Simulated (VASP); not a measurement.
# WS2 (Tungstenite): X-ray absorption with a core hole, part 2 of 4

Wanted: the near-edge structure of WS2 (Tungstenite). The cell has space group P6_3/mmc. The start is a cell from a database of measured crystal structures.

VASP 6.6.1, plane waves and PAW; the level of theory is named at each step.

So far. Step 2 (Relaxation): At r2SCAN, with these data sets, the largest force is down to 0.0081 eV/Å.

The database entry behind the starting cell differs from later determinations by our own check (an axis about 1.4 % long against later determinations), so it need not match the best structure at ambient conditions.

## (3) Supercell without a hole

This step: LDA, no spin polarisation; plane waves and PAW (S, W, S) (VASP 6.6.1).

System of this step: WS2 (Tungstenite). The cell holds 54 atoms: 36 S and 18 W. Cell: a = 9.540 Å, b = 9.540 Å, c = 12.500 Å, α = 90.0°, β = 90.0°, γ = 120.0°. It derives from WS2 (Tungstenite), repeated 3×3×1. Nearest the centre at fractional (0.111, 0.222, 0.626): S1 at 0.00 Å, W12 at 2.41 Å, W17 at 2.41 Å, W11 at 2.41 Å, S37 at 3.11 Å, S27 at 3.18 Å, S21 at 3.18 Å, S25 at 3.18 Å.

The cell without a hole gives, with ICORELEVEL = 1, the Kohn-Sham core levels of the initial state. It is a supercell, which puts a hole 9.5 Å from its nearest image.

File INCAR:

```
SYSTEM = WS2
PREC = Accurate
ENCUT = 400
EDIFF = 1E-05
NELM = 100
ISMEAR = 0
SIGMA = 0.05
LREAL = Auto
ALGO = Fast
GGA = CA
NBANDS = 200
LASPH = .TRUE.
LWAVE = .FALSE.
LCHARG = .FALSE.
NCORE = 8
ICORELEVEL = 1
```

File POSCAR:

```
WS2
1.0
    9.5400000000      0.0000000000      0.0000000000
   -4.7700000000      8.2618823520      0.0000000000
    0.0000000000      0.0000000000     12.5000000000
S W S
1 18 35
Direct
    0.1111111111      0.2222222222      0.6256911216
    0.1111111111      0.2222222222      0.2500000000
    0.1111111111      0.5555555556      0.2500000000
    0.1111111111      0.8888888889      0.2500000000
    0.4444444444      0.2222222222      0.2500000000
    0.4444444444      0.5555555556      0.2500000000
    0.4444444444      0.8888888889      0.2500000000
    0.7777777778      0.2222222222      0.2500000000
    0.7777777778      0.5555555556      0.2500000000
    0.7777777778      0.8888888889      0.2500000000
    0.2222222222      0.1111111111      0.7500000000
    0.2222222222      0.4444444444      0.7500000000
    0.2222222222      0.7777777778      0.7500000000
    0.5555555556      0.1111111111      0.7500000000
    0.5555555556      0.4444444444      0.7500000000
    0.5555555556      0.7777777778      0.7500000000
    0.8888888889      0.1111111111      0.7500000000
    0.8888888889      0.4444444444      0.7500000000
    0.8888888889      0.7777777778      0.7500000000
    0.1111111111      0.5555555556      0.6256911216
    0.1111111111      0.8888888889      0.6256911216
    0.4444444444      0.2222222222      0.6256911216
    0.4444444444      0.5555555556      0.6256911216
    0.4444444444      0.8888888889      0.6256911216
    0.7777777778      0.2222222222      0.6256911216
    0.7777777778      0.5555555556      0.6256911216
    0.7777777778      0.8888888889      0.6256911216
    0.2222222222      0.1111111111      0.1256911216
    0.2222222222      0.4444444444      0.1256911216
    0.2222222222      0.7777777778      0.1256911216
    0.5555555556      0.1111111111      0.1256911216
    0.5555555556      0.4444444444      0.1256911216
    0.5555555556      0.7777777778      0.1256911216
    0.8888888889      0.1111111111      0.1256911216
    0.8888888889      0.4444444444      0.1256911216
    0.8888888889      0.7777777778      0.1256911216
    0.1111111111      0.2222222222      0.8743088784
    0.1111111111      0.5555555556      0.8743088784
    0.1111111111      0.8888888889      0.8743088784
    0.4444444444      0.2222222222      0.8743088784
    0.4444444444      0.5555555556      0.8743088784
    0.4444444444      0.8888888889      0.8743088784
    0.7777777778      0.2222222222      0.8743088784
    0.7777777778      0.5555555556      0.8743088784
    0.7777777778      0.8888888889      0.8743088784
    0.2222222222      0.1111111111      0.3743088784
    0.2222222222      0.4444444444      0.3743088784
    0.2222222222      0.7777777778      0.3743088784
    0.5555555556      0.1111111111      0.3743088784
    0.5555555556      0.4444444444      0.3743088784
    0.5555555556      0.7777777778      0.3743088784
    0.8888888889      0.1111111111      0.3743088784
    0.8888888889      0.4444444444      0.3743088784
    0.8888888889      0.7777777778      0.3743088784
```

File KPOINTS:

```
Automatic mesh
0
Gamma
2 2 2
0 0 0
```

Potentials, in the order of the species: S, W and S (PBE family, release 64).

Started as:

```
mpirun -np 8 vasp_std
```

Log:

```text
[banner, memory and clock lines left out]
running    8 mpi-ranks, on    1 nodes
 distrk:  each k-point on    8 cores,    1 groups
 distr:  one band on    8 cores,    1 groups

 POSCAR found type information on POSCAR S W S
 POSCAR found :  3 types and      54 ions
 [... a notice as in an earlier step ...]

 [... a notice as in an earlier step ...]

 LDA part: xc-table for (Slater(with rela. corr.)+CA(PZ))
 , standard interpolation
 POSCAR, INCAR and KPOINTS ok, starting setup
 FFT: planning ... GRIDC
 FFT: planning ... GRID_SOFT
 FFT: planning ... GRID
 WAVECAR not read
 entering main loop
       N       E                     dE             d eps       ncg     rms          rms(c)
DAV:   1     0.149383267257E+04    0.14938E+04   -0.12363E+05  1600   0.117E+03
DAV:   2    -0.328200571270E+03   -0.18220E+04   -0.17503E+04  2008   0.276E+02
DAV:   3    -0.492958599141E+03   -0.16476E+03   -0.16291E+03  1976   0.838E+01
DAV:   4    -0.499555964767E+03   -0.65974E+01   -0.65659E+01  2216   0.173E+01
DAV:   5    -0.499697158699E+03   -0.14119E+00   -0.14065E+00  2080   0.246E+00    0.127E+02
RMM:   6    -0.476563617374E+03    0.23134E+02   -0.92899E+01  1830   0.145E+01    0.479E+01
RMM:   7    -0.474046190157E+03    0.25174E+01   -0.20061E+01  1836   0.810E+00    0.257E+01
RMM:   8    -0.474456010439E+03   -0.40982E+00   -0.75593E+00  1939   0.453E+00    0.553E+00
RMM:   9    -0.474250360355E+03    0.20565E+00   -0.17677E+00  1938   0.283E+00    0.487E+00
RMM:  10    -0.474242196808E+03    0.81635E-02   -0.61635E-01  2008   0.123E+00    0.375E+00
RMM:  11    -0.474236873016E+03    0.53238E-02   -0.13520E-01  1976   0.636E-01    0.927E-01
RMM:  12    -0.474240177655E+03   -0.33046E-02   -0.44967E-02  2298   0.292E-01    0.707E-01
RMM:  13    -0.474239685344E+03    0.49231E-03   -0.50051E-03  2086   0.115E-01    0.580E-01
RMM:  14    -0.474239619142E+03    0.66202E-04   -0.14728E-03  2109   0.568E-02    0.253E-01
RMM:  15    -0.474239646198E+03   -0.27056E-04   -0.28849E-04  2190   0.271E-02    0.155E-01
RMM:  16    -0.474239629343E+03    0.16855E-04   -0.75246E-05  1782   0.151E-02    0.111E-01
RMM:  17    -0.474239621244E+03    0.80988E-05   -0.10798E-04  1907   0.163E-02    0.854E-03
RMM:  18    -0.474239621930E+03   -0.68585E-06   -0.13912E-05  1251   0.950E-03
   1 F= -.47423962E+03 E0= -.47423962E+03  d E =-.181163E-11
```

Run time: 4.9 min. Hardware: 8 MPI ranks of Intel Xeon Platinum 8259CL at 2.50GHz (Skylake/Cascade Lake), shared host; peak memory 1.7 GiB; 31 min of CPU time.

Parts of OUTCAR (step 3):

```text
  LATTYP: Found a hexagonal cell.
 ALAT       =     9.5400000000
 C/A-ratio  =     1.3102725367

 Subroutine GETGRP returns: Found  6 space group operations
 (whereof  2 operations were pure point group operations)

The static configuration has the point symmetry C_1h.
 The point group associated with its full space group is C_3v.

 Found      4 irreducible k-points:

   k-points           NKPTS =      4   k-points in BZ     NKDIM =      4   number of bands    NBANDS=    200

   dimension x,y,z NGX =    64 NGY =   64 NGZ =   84
   dimension x,y,z NGXF=   128 NGYF=  128 NGZF=  168

   ENCUT  =  400.0 eV  29.40 Ry    5.42 a.u.  15.56 15.56 20.38*2*pi/ulx,y,z

   NELECT =     324.0000    total number of electrons

 the core state eigenenergies are
   1-  1s  -2393.9342  2s   -200.0769  2p   -144.8426
   2-  1s -69457.6197  2s -11978.4144  2p -10472.0049  3s  -2751.1053  3p  -2305.2169
       3d  -1793.1816  4s   -559.5438  4p   -413.3223  4d   -228.1931  4f    -23.0666
       5s    -68.6587  5p    -32.8570
   3-  1s -69457.6198  2s -11978.4145  2p -10472.0049  3s  -2751.1053  3p  -2305.2170
       3d  -1793.1816  4s   -559.5439  4p   -413.3224  4d   -228.1932  4f    -23.0667
       5s    -68.6588  5p    -32.8571
   4-  1s -69457.6198  2s -11978.4145  2p -10472.0049  3s  -2751.1053  3p  -2305.2170
       3d  -1793.1816  4s   -559.5439  4p   -413.3224  4d   -228.1932  4f    -23.0667
       5s    -68.6588  5p    -32.8571
   5-  1s -69457.6198  2s -11978.4145  2p -10472.0049  3s  -2751.1054  3p  -2305.2170
       3d  -1793.1816  4s   -559.5439  4p   -413.3224  4d   -228.1932  4f    -23.0667
       5s    -68.6588  5p    -32.8571
   6-  1s -69457.6198  2s -11978.4145  2p -10472.0049  3s  -2751.1053  3p  -2305.2170
       3d  -1793.1816  4s   -559.5439  4p   -413.3224  4d   -228.1932  4f    -23.0667
       5s    -68.6588  5p    -32.8571
   7-  1s -69457.6198  2s -11978.4145  2p -10472.0050  3s  -2751.1054  3p  -2305.2170
       3d  -1793.1817  4s   -559.5439  4p   -413.3224  4d   -228.1932  4f    -23.0667
       5s    -68.6588  5p    -32.8571
   8-  1s -69457.6198  2s -11978.4145  2p -10472.0049  3s  -2751.1054  3p  -2305.2170
       3d  -1793.1816  4s   -559.5439  4p   -413.3224  4d   -228.1932  4f    -23.0667
       5s    -68.6588  5p    -32.8571
   9-  1s -69457.6197  2s -11978.4145  2p -10472.0049  3s  -2751.1053  3p  -2305.2170
       3d  -1793.1816  4s   -559.5439  4p   -413.3223  4d   -228.1932  4f    -23.0667
       5s    -68.6588  5p    -32.8571
  10-  1s -69457.6198  2s -11978.4145  2p -10472.0049  3s  -2751.1053  3p  -2305.2170
       3d  -1793.1816  4s   -559.5439  4p   -413.3224  4d   -228.1932  4f    -23.0667
       5s    -68.6588  5p    -32.8571
  11-  1s -69457.6197  2s -11978.4144  2p -10472.0049  3s  -2751.1053  3p  -2305.2170
       3d  -1793.1816  4s   -559.5438  4p   -413.3223  4d   -228.1931  4f    -23.0666
       5s    -68.6587  5p    -32.8570
  12-  1s -69457.6197  2s -11978.4144  2p -10472.0049  3s  -2751.1053  3p  -2305.2170
       3d  -1793.1816  4s   -559.5438  4p   -413.3223  4d   -228.1932  4f    -23.0666
       5s    -68.6587  5p    -32.8570
  13-  1s -69457.6198  2s -11978.4145  2p -10472.0050  3s  -2751.1054  3p  -2305.2171
       3d  -1793.1817  4s   -559.5439  4p   -413.3224  4d   -228.1932  4f    -23.0667
       5s    -68.6588  5p    -32.8571
  14-  1s -69457.6198  2s -11978.4145  2p -10472.0050  3s  -2751.1054  3p  -2305.2171
       3d  -1793.1817  4s   -559.5439  4p   -413.3224  4d   -228.1932  4f    -23.0667
[...]
53-  1s  -2393.9342  2s   -200.0769  2p   -144.8426
  54-  1s  -2393.9342  2s   -200.0769  2p   -144.8426

 E-fermi :   6.0830

 k-point     1 :       0.0000    0.0000    0.0000
  band No.  band energies     occupation
    ...
    158       5.0635      2.00000
    159       5.0635      2.00000
    160       5.2376      2.00000
    161       5.2376      2.00000
    162       5.8517      2.00000
    163       6.9468      0.00000
    164       6.9468      0.00000
    165       6.9468      0.00000
    166       6.9468      0.00000
    167       7.4813      0.00000
    ...

 k-point     2 :       0.5000    0.0000    0.0000
  band No.  band energies     occupation
    ...
    158       4.6173      2.00000
    159       4.6395      2.00000
    160       4.6395      2.00000
    161       5.0296      2.00000
    162       5.0296      2.00000
    163       6.8466      0.00000
    164       6.8466      0.00000
    165       7.4003      0.00000
    166       7.4003      0.00000
    167       7.4819      0.00000
    ...

  Total      -31.6759481    -31.6759481    -11.9877008      0.0000000      0.0000000      0.0000000
  in kB      -51.5113356    -51.5113356    -19.4943646      0.0000000      0.0000000      0.0000000
  external PRESSURE =     -40.8390119 kB  Pullay stress =       0.0000000 kB

  energy-cutoff  :      400.00
  volume of cell :      985.23
      direct lattice vectors                 reciprocal lattice vectors
     9.540000000  0.000000000  0.000000000     0.104821803  0.060518896  0.000000000
    -4.770000000  8.261882352  0.000000000     0.000000000  0.121037792  0.000000000
     0.000000000  0.000000000 12.500000000     0.000000000  0.000000000  0.080000000

 POSITION                                       TOTAL-FORCE (eV/Angst)
 -----------------------------------------------------------------------------------
      0.00000      1.83597      7.82114         0.000000     -0.000000      0.084809
      0.00000      1.83597      3.12500         0.000000     -0.000000     -0.000004
     -1.59000      4.58993      3.12500         0.000911     -0.002579      0.000008
     -3.18000      7.34390      3.12500        -0.001778      0.002078      0.000008
      3.18000      1.83597      3.12500        -0.002688      0.000501      0.000008
      1.59000      4.58993      3.12500        -0.000911     -0.002579      0.000008
     -0.00000      7.34390      3.12500         0.000000     -0.000000      0.000004
      6.36000      1.83597      3.12500         0.002688      0.000501      0.000008
      4.77000      4.58993      3.12500         0.000000     -0.000000      0.000033
      3.18000      7.34390      3.12500         0.001778      0.002078      0.000008
      1.59000      0.91799      9.37500        -0.002695      0.001556      0.000018
      0.00000      3.67195      9.37500         0.000000     -0.003112      0.000018
     -1.59000      6.42591      9.37500        -0.000919     -0.000531      0.000002
      4.77000      0.91799      9.37500         0.000000      0.001061      0.000002
      3.18000      3.67195      9.37500        -0.001781     -0.001028     -0.000019
      1.59000      6.42591      9.37500         0.000919     -0.000531      0.000002
      7.95000      0.91799      9.37500         0.002695      0.001556      0.000018
      6.36000      3.67195      9.37500         0.001781     -0.001028     -0.000019
      4.77000      6.42591      9.37500        -0.000000      0.002057     -0.000019
     -1.59000      4.58993      7.82114        -0.000254      0.000229      0.084483
     -3.18000      7.34390      7.82114         0.000072     -0.000334      0.084483
      3.18000      1.83597      7.82114         0.000325      0.000105      0.084483
      1.59000      4.58993      7.82114         0.000254      0.000229      0.084483
     -0.00000      7.34390      7.82114         0.000000     -0.000000      0.084058
      6.36000      1.83597      7.82114        -0.000325      0.000105      0.084483
      4.77000      4.58993      7.82114         0.000000     -0.000000      0.084601
      3.18000      7.34390      7.82114        -0.000072     -0.000334      0.084483
      1.59000      0.91799      1.57114         0.000323     -0.000186      0.084660
      0.00000      3.67195      1.57114         0.000000      0.000373      0.084660
     -1.59000      6.42591      1.57114         0.000263      0.000152      0.084381
      4.77000      0.91799      1.57114         0.000000     -0.000304      0.084381
      3.18000      3.67195      1.57114         0.000087      0.000050      0.084267
      1.59000      6.42591      1.57114        -0.000263      0.000152      0.084381
      7.95000      0.91799      1.57114        -0.000323     -0.000186      0.084660
      6.36000      3.67195      1.57114        -0.000087      0.000050      0.084267
      4.77000      6.42591      1.57114         0.000000     -0.000101      0.084267
      0.00000      1.83597     10.92886         0.000000     -0.000000     -0.084847
     -1.59000      4.58993     10.92886        -0.000242      0.000228     -0.084471
[...]
-----------------------------------------------------------------------------------
    total drift:                               -0.000000     -0.000004      0.000061

  FREE ENERGIE OF THE ION-ELECTRON SYSTEM (eV)
  ---------------------------------------------------
  free  energy   TOTEN  =      -474.2396219300 eV

  energy  without entropy=     -474.2396219300  energy(sigma->0) =     -474.23962193

[... 4 further parts left out ...]
```

These are scalar-relativistic Kohn-Sham levels of the ground state, with no core hole, so they are not binding energies. The PAW data sets were made with PBE, though LDA sets exist; this is a small mismatch.

This step gave:

* free energy (TOTEN): -474.2396 eV
* Fermi energy: 6.083 eV
* pressure: -4.084 GPa

The two shallowest core shells; atoms whose shallowest level rounds to another's at 0.01 eV are left out. Core levels, by row:

| atom | shell | level below the valence-band top (eV) |
| --- | --- | --- |
| S1 | 2s | 205.9 |
| S1 | 2p | 150.7 |
| W2 | 5p | 38.71 |
| W2 | 4f | 28.92 |

(Continued in part 3 of 4.)

[Lines on the potential files, build, host, timing and source positions are cut from VASP's logs without a mark.]

[Logs are printed without paths, hosts, clocks, repeated set-up lines and the standing remarks that a program may print on its own settings, such as how far it seeks lower states.]

[Hosts, paths, dates, database ids (printed as entryN), source tags and the programs' standing remarks are cut or masked in the printed files.]
